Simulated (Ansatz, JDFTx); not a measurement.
**Rh: 3 runs at one level of theory**

The starting cell:

```xyz
1
Lattice="0.0000 1.8979 1.8979 1.8979 0.0000 1.8979 1.8979 1.8979 0.0000" Properties=species:S:1:pos:R:3 pbc="T T T"
Rh    0.0000    0.0000    0.0000
```

Alike in all runs: task relaxation of cell and atoms; functional PBE; dispersion D3(BJ); k mesh 12 × 12 × 12; occupations fermi-dirac, width 0.05 eV; no spin polarisation; no spin-orbit coupling.

```json
{"program and potentials": "Ansatz, Ansatz PAW", "plane-wave cutoff (eV)": "420", "notes": "-", "equilibrium volume (Å³/atom)": "13.64"}
{"program and potentials": "Ansatz, all-electron LAPW, scalar-relativistic", "plane-wave cutoff (eV)": "-", "notes": "-", "equilibrium volume (Å³/atom)": "13.64"}
{"program and potentials": "JDFTx, PseudoDojo-SR-PBE-0.5-standard", "plane-wave cutoff (eV)": "1197", "notes": "-", "equilibrium volume (Å³/atom)": "13.66"}
```

The equilibrium volume spans 13.64 (Ansatz, all-electron LAPW, scalar-relativistic) to 13.66 Å³/atom (JDFTx, PseudoDojo-SR-PBE-0.5-standard), with all-electron results at 13.64. Relaxations stop with a little pressure left, so the last digit of a volume isn't settled.

The functional is the same throughout but for its coding, so the spread measures potentials, basis and numerics; runs on potential files found faulty are left out.
